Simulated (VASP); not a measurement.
VASP 6.6.1 run: InAs

INCAR

```
ENCUT = 600
SIGMA = 0.02
NBANDS = 16
LREAL = .FALSE.
IBRION = 2
NELM = 120
ISIF = 3
LASPH = .TRUE.
EDIFF = 1E-7
GGA = PE
LWAVE = .FALSE.
PSTRESS = 20
ISMEAR = -1
ALGO = Damped
EDIFFG = -5E-3
NSW = 40
TIME = 0.4
PREC = Accurate
LCHARG = .FALSE.
```

KPOINTS

```
KPOINTS created by Atomic Simulation Environment
0
Gamma
8 8 8
0 0 0
```

POSCAR

```
In As
 1.0000000000000000
     0.0000000000000000    2.7541799999999999    2.7541799999999999
     2.7541799999999999    0.0000000000000000    2.7541799999999999
     2.7541799999999999    2.7541799999999999    0.0000000000000000
 In  As
   1   1
Cartesian
  0.0000000000000000  0.0000000000000000  0.0000000000000000
  2.7541799999999999  2.7541799999999999  2.7541799999999999
```

The recommended PBE PAW datasets give the neutral cell 18 valence electrons.

Command

```
mpirun -np 1 vasp_std
```

OSZICAR

```
N       E                     dE             d eps       ncg     rms           ort
DAV:   1     0.186076636149E+03    0.18608E+03   -0.88384E+03   464   0.170E+03
DAV:   2     0.481158125233E+02   -0.13796E+03   -0.13229E+03   464   0.379E+02
DAV:   3     0.593249203475E+01   -0.42183E+02   -0.40892E+02   464   0.185E+02
DAV:   4    -0.438118427725E+01   -0.10314E+02   -0.10132E+02   464   0.104E+02
DAV:   5    -0.708167658990E+01   -0.27005E+01   -0.26708E+01   464   0.448E+01
SDA:   6    -0.667725139393E+01    0.40443E+00   -0.51195E+00   464   0.128E+01   0.000E+00
DMP:   7    -0.696198504411E+01   -0.28473E+00   -0.22231E+00   464   0.497E+00   0.154E+00
DMP:   8    -0.709808027370E+01   -0.13610E+00   -0.42456E-01   464   0.664E-01   0.104E+00
DMP:   9    -0.711387456398E+01   -0.15794E-01   -0.23940E-01   464   0.708E-01  -0.286E-01
DMP:  10    -0.712688621129E+01   -0.13012E-01   -0.75615E-02   464   0.178E-01   0.287E-02
...
DMP:  10    -0.730526796129E+01    0.39394E-04   -0.34263E-03   464   0.916E-03  -0.157E-03
DMP:  11    -0.730542616932E+01   -0.15821E-03   -0.32390E-05   464   0.474E-04  -0.103E-03
DMP:  12    -0.730541878550E+01    0.73838E-05   -0.51277E-04   464   0.149E-03  -0.539E-04
DMP:  13    -0.730544404293E+01   -0.25257E-04   -0.39011E-05   464   0.567E-05   0.107E-04
DMP:  14    -0.730544223080E+01    0.18121E-05   -0.59078E-05   464   0.199E-04  -0.135E-04
DMP:  15    -0.730544671854E+01   -0.44877E-05   -0.13913E-05   464   0.200E-05   0.387E-05
DMP:  16    -0.730544760542E+01   -0.88689E-06   -0.53154E-06   464   0.212E-05  -0.208E-05
DMP:  17    -0.730544790064E+01   -0.29522E-06   -0.35056E-06   464   0.670E-06   0.541E-06
DMP:  18    -0.730544784346E+01    0.57179E-07   -0.71303E-07   464   0.224E-06  -0.119E-06
   3 F= -.67282469E+01 E0= -.67274615E+01  d E =-.113763E+00
```

Standard output (part)

```
POSCAR found type information on POSCAR InAs
 POSCAR found :  2 types and       2 ions
 LDA part: xc-table for (Slater+PW92), standard interpolation
 POSCAR, INCAR and KPOINTS ok, starting setup
 WAVECAR not read
 entering main loop
 final diagonalization occupied
 curvature:   0.00 expect dE= 0.000E+00 dE for cont linesearch  0.000E+00
 search vector abs. value=  0.397E+00
 bond charge predicted
 wavefunctions rotated
 final diagonalization occupied
 trial-energy change:   -0.074448  1 .order   -0.097039   -0.397148    0.203071
 bond charge predicted
 wavefunctions rotated
 final diagonalization occupied
 curvature:  -0.32 expect dE=-0.920E-06 dE for cont linesearch -0.920E-06
 search vector abs. value=  0.285E-05
 reached required accuracy - stopping structural energy minimisation
```

From OUTCAR

```
k-points           NKPTS =     29   k-points in BZ     NKDIM =     29   number of bands    NBANDS=     16

   NELECT =      18.0000    total number of electrons

   dimension x,y,z NGX =    32 NGY =   32 NGZ =   32
   dimension x,y,z NGXF=    64 NGYF=   64 NGZF=   64

  energy-cutoff  :      600.00
  volume of cell :       46.24
      direct lattice vectors                 reciprocal lattice vectors
    -0.000000000  2.848781954  2.848781954    -0.175513608  0.175513608  0.175513608
     2.848781954 -0.000000000  2.848781954     0.175513608 -0.175513608  0.175513608
     2.848781954  2.848781954 -0.000000000     0.175513608  0.175513608 -0.175513608

 k-points in reciprocal lattice and weights: KPOINTS created by Atomic Simulation Env
   0.00000000  0.00000000  0.00000000       0.002
   0.12500000  0.00000000  0.00000000       0.016
   0.25000000  0.00000000  0.00000000       0.016
   0.37500000  0.00000000  0.00000000       0.016
   0.50000000  0.00000000  0.00000000       0.008
   0.12500000  0.12500000  0.00000000       0.012
   0.25000000  0.12500000  0.00000000       0.047
   0.37500000  0.12500000  0.00000000       0.047
   ...

 E-fermi :   6.2532

 k-point     1 :       0.0000    0.0000    0.0000
  band No.  band energies     occupation
      1      -8.0752      2.00000
      2      -8.0752      2.00000
      3      -8.0527      2.00000
      4      -8.0527      2.00000
      5      -8.0527      2.00000
      6      -6.0547      2.00000
      7       5.8025      2.00000
      8       6.0294      1.99997
      9       6.0294      1.99997
     10       6.0294      1.99997
     11      13.4579      0.00000
     12      13.4579      0.00000
     13      13.4579      0.00000
     14      13.9090      0.00000
     15      13.9090      0.00000
     16      13.9090      0.00000

 k-point     2 :       0.1250    0.0000    0.0000
  band No.  band energies     occupation
      1      -8.0822      2.00000
      2      -8.0822      2.00000
      3      -8.0531      2.00000
      4      -8.0451      2.00000
      5      -8.0451      2.00000
      6      -5.8803      2.00000
      7       3.9136      2.00000
      8       6.0586      1.99988
      9       6.0586      1.99988
     10       7.6264      0.00000
     11      12.2830      0.00000
     12      12.6086      0.00000
     13      12.6086      0.00000
     14      13.8779      0.00000
     15      14.0089      0.00000
     16      14.0089      0.00000

 k-point     3 :       0.2500    0.0000    0.0000
  band No.  band energies     occupation
      1      -8.1019      2.00000
      2      -8.1019      2.00000
      3      -8.0553      2.00000
      4      -8.0236      2.00000
      5      -8.0236      2.00000
      6      -5.3839      2.00000
      7       1.9494      2.00000
      8       6.1622      1.97901
      9       6.1622      1.97901
     10       8.5011      0.00000
     11      11.0991      0.00000
     12      11.0991      0.00000
     13      11.4018      0.00000
     14      14.0885      0.00000
     15      15.0541      0.00000
     16      15.0541      0.00000

 ...

  Total        0.5709220      0.5709220      0.5709220      0.0000000     -0.0000000     -0.0000000
  in kB       19.7824343     19.7824343     19.7824343      0.0000000     -0.0000000     -0.0000000
  external PRESSURE =      -0.2175657 kB  Pullay stress =      20.0000000 kB

 POSITION                                       TOTAL-FORCE (eV/Angst)
 -----------------------------------------------------------------------------------
      0.00000      0.00000      0.00000         0.000000     -0.000000      0.000000
      2.84878      2.84878      2.84878        -0.000000      0.000000     -0.000000
 -----------------------------------------------------------------------------------
    total drift:                                0.000000     -0.000000     -0.000000

  FREE ENERGIE OF THE ION-ELECTRON SYSTEM (eV)
  ---------------------------------------------------
  free  energy   TOTEN  =        -7.3054478435 eV

  energy  without entropy=       -7.3038769813  energy(sigma->0) =       -7.30466241
```

| ionic step | ΔH (meV/atom) | volume (Å³) | largest force (eV/Å) | pressure (GPa) | electronic steps |
| --- | --- | --- | --- | --- | --- |
| 1 | 0.0 | 41.78 | 0.000 | 10.98 | 27 |
| 2 | -37.2 | 49.27 | 0.000 | -1.89 | 25 |
| 3 | -56.9 | 46.24 | 0.000 | 1.98 | 18 |

It converged. Results: relaxed cell vector lengths 4.029, 4.029, 4.029 Å; relaxed cell volume 46.24 Å³.

 The volume moved far on the plane waves of the start cell, so a restart from CONTCAR is due.

For comparison, a separate PBE relaxation on usual settings, not on those above, ends at 47.68 Å³.

The run above took about 32 s on one core of a shared host (Intel Xeon 6975P-C) and held 0.21 GiB at most.
